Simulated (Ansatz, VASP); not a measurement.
**One calculation of BiTe, two programs**

```
Bi Te
1.0
     0.00000    3.23500    3.29970
     3.23500    0.00000    3.29970
     3.23500    3.23500    0.00000
Bi Te
1 1
Direct
  0.00000 0.00000 0.00000
  0.50000 0.50000 0.50000
```

Change from the starting cell: strain_z = 0.02.

Alike in both runs: functional PBEsol; k mesh 7 × 7 × 7; occupations fermi-dirac, width 0.05 eV; no spin polarisation.

```csv
,VASP,Ansatz
version,VASP 6.6.1,Ansatz 0.2.0
potentials or method,"VASP PAW PBE potentials, release 64 (Bi_d, Te), cutoff 520 eV","all-electron LAPW, scalar-relativistic"
task,single point,band structure
```

VASP gave:

| Property | Result |
| --- | --- |
| gap on the k mesh at the Fermi level (eV) | none |
| pressure (GPa) | -2.5 |
| largest component of the traceless stress (GPa) | 0.36 |

Task: Estimate Ansatz's values.

Result: gap on the k mesh at the Fermi level (eV): none; pressure (GPa): -2.4; largest component of the traceless stress (GPa): 0.37.

A gap of «none» marks a metal or a gap that the smearing closes. Ansatz ran all-electron here, so the differences hold the error of VASP's frozen core and of both bases.

Caveats: spin-orbit coupling is left out, which moves the levels of the heavy elements; the PAW data sets were made with another functional, which shifts forces and pressure a little (VASP).
